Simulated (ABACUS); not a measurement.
# KCl (Sylvite) (Fm-3m) in ABACUS: further runs

One crystal, KCl (Sylvite), is run at these levels: B86bPBE, PBEsol; tasks: single point.

Everything below comes from runs of ABACUS 3.10.1. Logs are shortened: lines on timing, memory, paths and dates and some standing lists are left out, and cuts for length are marked.

**What was measured.**

A printed reference work, monograph reports, for a bulk crystal of KCl: band gap 8.68 eV.

The results are compared with them further down.

## 1. Starting point

The structure is cubic, space group Fm-3m (No. 225). The conventional cell has a = 6.293 Å, b = 6.293 Å, c = 6.293 Å, α = 90.00°, β = 90.00°, γ = 90.00°. K (site symmetry m-3m) has 6 Cl at 3.15 Å as nearest neighbours. Cl (site symmetry m-3m) is surrounded by 6 K at 3.15 Å.

## 2. Single point, B86bPBE

File INPUT:

```
INPUT_PARAMETERS
suffix              KCl
calculation         scf
basis_type          pw
pseudo_dir          ./
latname             fcc
symmetry            1
dft_functional      GGA_X_B86_MGC+GGA_C_PBE
ecutwfc             74
pseudo_rcut         10
nspin               1
nbands              18
ks_solver           dav
smearing_method     fd
smearing_sigma      0.00367493
scf_thr             1e-08
scf_nmax            100
mixing_type         broyden
mixing_beta         0.7
cal_force           1
cal_stress          1
out_chg             1
out_pot             2
out_elf             1
```

File STRU:

```
ATOMIC_SPECIES
K 39.0983 K_ONCV_PBE-1.2.upf
Cl 35.4500 Cl_ONCV_PBE-1.2.upf

LATTICE_CONSTANT
11.8919331187

ATOMIC_POSITIONS
Direct

K
0.0
1
0.0000000000 0.0000000000 0.0000000000 1 1 1

Cl
0.0
1
0.5000000000 0.5000000000 0.5000000000 1 1 1
```

File KPT:

```
K_POINTS
0
Gamma
6 6 6 0 0 0
```

Potentials or basis: SG15 ONCV 1.2 PBE, plane waves.

Command:

```sh
OMP_NUM_THREADS=1 mpirun -np 4 abacus > log
```

running log:

```text
ABACUS v3.10.1

               Atomic-orbital Based Ab-initio Computation at UStc

 ------------------------------------------------------------------------------------

 READING GENERAL INFORMATION
                           global_out_dir = OUT.KCl/
                           global_in_card = INPUT
                               pseudo_dir = ./
                              orbital_dir =
                                    DSIZE = 4
                                    GSIZE = 1

 READING UNITCELL INFORMATION
                                    ntype = 2
                  lattice constant (Bohr) = 11.8919
              lattice constant (Angstrom) = 6.29294

 READING ATOM TYPE 1
                               atom label = K
                      L=0, number of zeta = 1
                      L=1, number of zeta = 1
                      L=2, number of zeta = 1
             number of atom for this type = 1

 READING ATOM TYPE 2
                               atom label = Cl
                      L=0, number of zeta = 1
                      L=1, number of zeta = 1
                      L=2, number of zeta = 1
             number of atom for this type = 1

                        TOTAL ATOM NUMBER = 2
DIRECT COORDINATES
    atom                   x                   y                   z     mag                  vx                  vy                  vz
taud_K1            0.0000000000        0.0000000000        0.0000000000  0.0000        0.0000000000        0.0000000000        0.0000000000
taud_Cl1            0.5000000000        0.5000000000        0.5000000000  0.0000        0.0000000000        0.0000000000        0.0000000000

                          Volume (Bohr^3) = 420.434
                             Volume (A^3) = 62.3018

 Lattice vectors: (Cartesian coordinate: in unit of a_0)
                 -0.5                  +0                +0.5
                   +0                +0.5                +0.5
                 -0.5                +0.5                  +0
 Reciprocal vectors: (Cartesian coordinate: in unit of 2 pi/a_0)
                   -1                  -1                  +1
                   +1                  +1                  +1
                   -1                  +1                  -1
 The esolver type has been set to : ksdft_pw

                PAO radial cut off (Bohr) = 10

 Read in pseudopotential file is K_ONCV_PBE-1.2.upf
                     pseudopotential type = NC
          exchange-correlation functional = PBE
                 nonlocal core correction = 0
                        valence electrons = 9
                                     lmax = 2
                           number of zeta = 0
                     number of projectors = 6
                           L of projector = 0
                           L of projector = 0
                           L of projector = 1
                           L of projector = 1
                           L of projector = 2
                           L of projector = 2
 XC functional updated to : GGA_X_B86_MGC+GGA_C_PBE
          exchange-correlation functional = GGA_X_B86_MGC+GGA_C_PBE
                PAO radial cut off (Bohr) = 10

 Read in pseudopotential file is Cl_ONCV_PBE-1.2.upf
                     pseudopotential type = NC
          exchange-correlation functional = PBE
                 nonlocal core correction = 0
                        valence electrons = 7
                                     lmax = 1
                           number of zeta = 0
                     number of projectors = 4
                           L of projector = 0
                           L of projector = 0
                           L of projector = 1
                           L of projector = 1
 XC functional updated to : GGA_X_B86_MGC+GGA_C_PBE
          exchange-correlation functional = GGA_X_B86_MGC+GGA_C_PBE
     initial pseudo atomic orbital number = 0

 SETUP THE ELECTRONS NUMBER
             electron number of element K = 9
       total electron number of element K = 9
            electron number of element Cl = 7
      total electron number of element Cl = 7
            AUTOSET number of electrons:  = 16
                           occupied bands = 8
                                   NBANDS = 18
                                   NLOCAL = 18

%%%%%%%%%%%%%%%%%%%%%%%%%%%%%%%%%%%%%%%%%%%%%%%%%%%%%%%%%%%%%%%%%%%%%%%%%%%%%%%%%%%%%%%%%%%%%%%%%%%%%%%%%%
 Warning: the number of valence electrons in pseudopotential > 1 for K: [Ar] 4s1
 Pseudopotentials with additional electrons can yield (more) accurate outcomes, but may be less efficient.
 If you're confident that your chosen pseudopotential is appropriate, you can safely ignore this warning.
%%%%%%%%%%%%%%%%%%%%%%%%%%%%%%%%%%%%%%%%%%%%%%%%%%%%%%%%%%%%%%%%%%%%%%%%%%%%%%%%%%%%%%%%%%%%%%%%%%%%%%%%%%

 SETUP THE PLANE WAVE BASIS
 energy cutoff for charge/potential (unit:Ry) = 296
            fft grid for charge/potential = [ 48, 48, 48 ]
                        fft grid division = [ 1, 1, 1 ]
[... 45 lines left out ...]
                                    ibrav = 3
                                    IBRAV = 3
                                  BRAVAIS = FACE CENTERED CUBIC
                       LATTICE CONSTANT A = 1
Original cell was already a primitive cell.
                        ROTATION MATRICES = 48
              PURE POINT GROUP OPERATIONS = 48
                   SPACE GROUP OPERATIONS = 48
                              POINT GROUP = O_h
               POINT GROUP IN SPACE GROUP = O_h

 SETUP K-POINTS
                                    nspin = 1
                   Input type of k points = Monkhorst-Pack(Gamma)
                                   nkstot = 216
                       right hand lattice = 1
(for reciprocal lattice: )
                             BRAVAIS TYPE = 2
                     BRAVAIS LATTICE NAME = 02. Cubic I (body-centered)
                                    ibrav = 2
                       right hand lattice = 1
(for k-lattice: )
                             BRAVAIS TYPE = 2
                     BRAVAIS LATTICE NAME = 02. Cubic I (body-centered)
                                    ibrav = 2
                       right hand lattice = 1
                        ROTATION MATRICES = 48
                               nkstot_ibz = 16
K-POINTS REDUCTION ACCORDING TO SYMMETRY
     IBZ    DIRECT_X    DIRECT_Y    DIRECT_Z  WEIGHT  ibz2bz
       1  0.00000000  0.00000000  0.00000000  0.0046       0
       2  0.16666667  0.16666667  0.16666667  0.0370       1
       3  0.33333333  0.33333333  0.33333333  0.0370       2
       4  0.50000000  0.50000000  0.50000000  0.0185       3
       5  0.16666667  0.16666667  0.00000000  0.0278       7
       6  0.33333333  0.33333333  0.16666667  0.1111       8
[... 8 lines left out ...]
      15  0.50000000  0.33333333 -0.33333333  0.1111      52
      16  0.50000000  0.33333333 -0.16666667  0.0556      58

                               nkstot now = 16
[... K-POINTS DIRECT COORDINATES: 16 rows ...]

           k-point number in this process = 16
       minimum distributed K point number = 16
[... stars of the k points ...]

[... K-POINTS CARTESIAN COORDINATES: 16 rows ...]

[... K-POINTS DIRECT COORDINATES: 16 rows ...]

 SETUP PLANE WAVES FOR WAVE FUNCTIONS
     energy cutoff for wavefunc (unit:Ry) = 74
              fft grid for wave functions = [ 48, 48, 48 ]
                    number of plane waves = 5769
                         number of sticks = 421

 PARALLEL PW FOR WAVE FUNCTIONS
     PROC   COLUMNS(POT)             PW
        1            105           1442
        2            106           1445
        3            105           1441
        4            105           1441
 --------------- sum -------------------
        4            421           5769

 SETUP NONLOCAL PSEUDOPOTENTIALS IN PLANE WAVE BASIS
 K non-local projectors:
 projector 1 L=0
 projector 2 L=0
 projector 3 L=1
 projector 4 L=1
 projector 5 L=2
 projector 6 L=2
 Cl non-local projectors:
 projector 1 L=0
 projector 2 L=0
 projector 3 L=1
 projector 4 L=1
      TOTAL NUMBER OF NONLOCAL PROJECTORS = 26

 Init Non-Local PseudoPotential table :
 Init Non-Local-Pseudopotential done.

                                     npwx = 1150

 -------------------------------------------
 SELF-CONSISTENT
 -------------------------------------------
                                 init_chg = atomic

 PW ALGORITHM --------------- ION=   1  ELEC=   1--------------------------------

 Density error is 0.171461143575
                          Error Threshold = 0.01
----------------------------------------------------------
     Energy           Rydberg                 eV
----------------------------------------------------------
 E_KohnSham     -87.3176231804       -1188.0172110697
 E_Harris       -87.8761609285       -1195.6165069922
 E_Fermi        0.2166295448         2.9473961644
----------------------------------------------------------
[... 63 lines left out ...]
 Density error is 3.69061351784e-09
                          Error Threshold = 2.83493916242e-10
----------------------------------------------------------
     Energy           Rydberg                 eV
----------------------------------------------------------
 E_KohnSham     -87.3698151360       -1188.7273190560
 E_KS(sigma->0) -87.3698151360       -1188.7273190560
 E_Harris       -87.3699538778       -1188.7292067347
 E_band         -9.7079076430        -132.0828596020
 E_one_elec     -31.3847275467       -427.0111248126
 E_Hartree      20.3342780220        276.6620458149
 E_xc           -14.6524855669       -199.3572935722
 E_Ewald        -61.6668800444       -839.0209464861
 E_entropy(-TS) 0.0000000000         0.0000000000
 E_descf        0.0000000000         0.0000000000
 E_exx          0.0000000000         0.0000000000
 E_Fermi        0.2575154291         3.5036771588
----------------------------------------------------------

 charge density convergence is achieved
 final etot is -1188.7273191 eV
 EFERMI = 3.5036771588 eV
The vacuum level is 4.7599504722 eV

 STATE ENERGY(eV) AND OCCUPATIONS    NSPIN == 1
 1/16 kpoint (Cartesian) = 0.0000 0.0000 0.0000 (1150 pws)
       1       -26.3825     0.00925926
       2       -11.2562     0.00925926
       3       -9.85207     0.00925926
       4       -9.85207     0.00925926
       5       -9.85207     0.00925926
       6       0.824338     0.00925926
[... 98 lines left out ...]
       5       -9.72964       0.222222
       6       0.126125       0.222222
[... 10 lines left out ...]
      17        14.7805        0.00000
      18        16.2252        0.00000

[... levels at 10 further k points ...]

------------------------------------------------------------------------------------------
 TOTAL-FORCE (eV/Angstrom)
------------------------------------------------------------------------------------------
                        K1         0.0000000000         0.0000000000         0.0000000000
                       Cl1         0.0000000000         0.0000000000         0.0000000000
------------------------------------------------------------------------------------------

----------------------------------------------------------------
 TOTAL-STRESS (KBAR)
----------------------------------------------------------------
         8.7323806289         0.0000000000         0.0000000000
         0.0000000000         8.7323806289         0.0000000000
         0.0000000000         0.0000000000         8.7323806289
----------------------------------------------------------------
 TOTAL-PRESSURE: 8.732381 KBAR

 --------------------------------------------
 !FINAL_ETOT_IS -1188.7273190560188141 eV
 --------------------------------------------
```

Run time: 5.7 s. Hardware: 4 MPI ranks of Intel Xeon Platinum 8559C (Emerald Rapids), shared host; peak memory 0.24 GiB.

Results:

```
Free energy            : -1188.7273 eV
Pressure               : 0.9 GPa
Band gap on the k mesh : 5.23 eV, direct
```

Levels at points of the mesh, in eV from the valence-band top:
```tsv
k point	band 6	band 7	band 8	band 9	band 10	band 11
(0.00, 0.00, 0.00)	0.00	0.00	0.00	5.23	8.43	8.43
(0.50, 0.50, 0.50)	-1.05	-0.32	-0.32	7.65	8.63	10.51
(0.50, 0.50, 0.00)	-0.65	-0.22	-0.22	6.59	8.40	10.10
```

Caveat: the potentials were made for another functional, which shifts forces and pressure.

## 3. Single point, PBEsol

File INPUT:

```
INPUT_PARAMETERS
suffix              KCl
calculation         scf
basis_type          lcao
pseudo_dir          ./
orbital_dir         ./
symmetry            1
dft_functional      pbesol
ecutwfc             100
pseudo_rcut         10
nspin               1
nbands              18
ks_solver           scalapack_gvx
smearing_method     fd
smearing_sigma      0.00367493
scf_thr             1e-07
scf_nmax            100
mixing_type         broyden
mixing_beta         0.7
cal_force           1
cal_stress          1
out_mul             1
out_chg             1
```

File STRU:

```
ATOMIC_SPECIES
K 39.0983 K.upf
Cl 35.4500 Cl.upf

NUMERICAL_ORBITAL
K_confined-atom_10au_3s2p1d.orb
Cl_confined-atom_7au_2s2p1d.orb

LATTICE_CONSTANT
1.8897261246

LATTICE_VECTORS
0.0000000000 3.1464700000 3.1464700000
3.1464700000 0.0000000000 3.1464700000
3.1464700000 3.1464700000 0.0000000000

ATOMIC_POSITIONS
Direct

K
0.0
1
0.0000000000 0.0000000000 0.0000000000 1 1 1

Cl
0.0
1
0.5000000000 0.5000000000 0.5000000000 1 1 1
```

KPT is that of step 2.

Potentials or basis: PseudoDojo NC SR 0.4.1 PBE standard, DZP LCAO (the cutoffs set its grid).

Command:

```sh
OMP_NUM_THREADS=1 mpirun -np 4 abacus > log
```

running log:

```text
ABACUS v3.10.1

               Atomic-orbital Based Ab-initio Computation at UStc

 ------------------------------------------------------------------------------------

 READING GENERAL INFORMATION
                           global_out_dir = OUT.KCl/
                           global_in_card = INPUT
                               pseudo_dir = ./
                              orbital_dir = ./
                                    DSIZE = 4
                                    GSIZE = 1

 READING UNITCELL INFORMATION
                                    ntype = 2
                  lattice constant (Bohr) = 1.88973
              lattice constant (Angstrom) = 1

 READING ATOM TYPE 1
[... 363 lines left out ...]
       3       -9.73833     0.00925926
       4       -9.73833     0.00925926
       5       -9.73833     0.00925926
       6       0.905061     0.00925926
[... 98 lines left out ...]
       5       -9.62037       0.222222
       6       0.173386       0.222222
[... 10 lines left out ...]
      17        16.3109        0.00000
      18        17.7759        0.00000

[... levels at 10 further k points ...]

 correction force for each atom along direction 1 is -9.22795e-14
 correction force for each atom along direction 2 is -3.01021e-14
 correction force for each atom along direction 3 is 2.53073e-14
------------------------------------------------------------------------------------------
 TOTAL-FORCE (eV/Angstrom)
------------------------------------------------------------------------------------------
                        K1         0.0000000000         0.0000000000         0.0000000000
                       Cl1         0.0000000000         0.0000000000         0.0000000000
------------------------------------------------------------------------------------------

----------------------------------------------------------------
 TOTAL-STRESS (KBAR)
----------------------------------------------------------------
        -4.1441002538         0.0000000000        -0.0000000000
         0.0000000000        -4.1441002538        -0.0000000000
         0.0000000000         0.0000000000        -4.1441002538
----------------------------------------------------------------
 TOTAL-PRESSURE: -4.144100 KBAR

 --------------------------------------------
 !FINAL_ETOT_IS -1264.2668456840815452 eV
 --------------------------------------------
```

stdout:

```text
ABACUS v3.10.1

               Atomic-orbital Based Ab-initio Computation at UStc

 dft_functional readin is: pbesol
 dft_functional in pseudopot file is: PBE
 Please make sure this is what you need
[... 39 lines left out ...]
 GV9     -1.26426685e+03   5.80045793e-12   2.4864e-08   0.53
----------------------------------------------------------------
 TOTAL-STRESS (KBAR)
----------------------------------------------------------------
        -4.1441002538         0.0000000000        -0.0000000000
         0.0000000000        -4.1441002538        -0.0000000000
         0.0000000000         0.0000000000        -4.1441002538
----------------------------------------------------------------
 TOTAL-PRESSURE: -4.144100 KBAR
```

Wall time 6.6 s (4 MPI ranks of Intel Xeon Platinum 8488C (Sapphire Rapids), shared host); peak memory 0.48 GiB.

Results:

* Free energy: -1264.2668 eV
* Pressure: -0.4 GPa
* Band gap on the k mesh: 5.16 eV, direct
* Mulliken charges: K +0.76; Cl -0.76 e

Levels at points of the mesh, in eV from the valence-band top:
| k point | band 5 | band 6 | band 7 | band 8 | band 9 | band 10 | band 11 | band 12 |
| --- | --- | --- | --- | --- | --- | --- | --- | --- |
| (0.00, 0.00, 0.00) | -10.64 | 0.00 | 0.00 | 0.00 | 5.16 | 9.02 | 9.02 | 9.02 |
| (0.50, 0.50, 0.50) | -10.40 | -1.09 | -0.34 | -0.34 | 8.47 | 10.82 | 10.82 | 10.99 |
| (0.50, 0.50, 0.00) | -10.70 | -0.67 | -0.23 | -0.23 | 7.69 | 8.32 | 10.21 | 10.61 |

Caveat: the atomic orbitals were generated for these runs and aren't a published set; Mulliken charges move with the basis; the potentials were made for another functional, which shifts forces and pressure; the basis of atomic orbitals isn't converged, which shifts pressures, moduli and gaps.

## 4. Comparison with measurements

Step 2. A measured gap of KCl is 8.68 eV (a printed reference work, monograph); the calculated 5.23 eV misses it by -3.45 eV. The value is that of B86bPBE, without temperature or zero-point motion.

Step 3. Against the measured gap of KCl, 8.68 eV (a printed reference work, monograph), the calculated 5.16 eV is off by -3.52 eV. The value is that of PBEsol in an atomic basis (PseudoDojo NC SR 0.4.1 PBE standard, DZP LCAO (the cutoffs set its grid)), whose error adds to the functional's,, without temperature or zero-point motion. Semilocal functionals fall short of measured gaps as a rule.
